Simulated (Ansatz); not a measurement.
## ZrO2: reading a single point

```yaml
crystal:
  lattice:
    - [0.00000, 2.57430, 2.57430]
    - [2.57430, 0.00000, 2.57430]
    - [2.57430, 2.57430, 0.00000]
  atoms:
    - { symbol: Zr, position: [0.00000, 0.00000, 0.00000] }
    - { symbol: O, position: [0.25000, 0.25000, 0.25000] }
    - { symbol: O, position: [0.75000, 0.75000, 0.75000] }
```

Level: r2SCAN, no spin polarisation; 500 eV; 9×9×9 Γ-centred mesh; fermi-dirac occupations (width 0.1 eV); Ansatz 0.2.0, fixed geometry.

Task: What is the formation energy?

Result: -3.68 eV an atom against the elements' usual phases (free molecules for gases, crystals otherwise, with no correction for O₂ or N₂), so it is bound against them; other compounds may still compete. Relaxing would lower it.

Task: Which element gives electrons and which takes them?

Result: Bader charges in e: Zr +2.73, O -1.36. In the mean Zr gives up most and O takes most.

Task: What do density and ELF say about some of the short contacts?

Result: Zr–O at 2.23 Å: least valence density 0.49 e/Å³ and ELF 0.21 there. O–O at 2.57 Å: least valence density 0.19 e/Å³ and ELF 0.08 there, a closed-shell (ionic or weak) contact. Both are smooth PAW fields, read partly inside the augmentation spheres.

Task: Is there a gap, and of what kind?

Result: The gap is 3.78 eV, indirect (the least direct gap found is 4.15 eV). A semilocal functional usually gives too small a gap.

Task: What does the stress say?

Result: The pressure is -8.3 GPa (compression positive), so with the atoms held at these fractions the cell would first shrink.

Origin: a database entry at a rescaled volume.
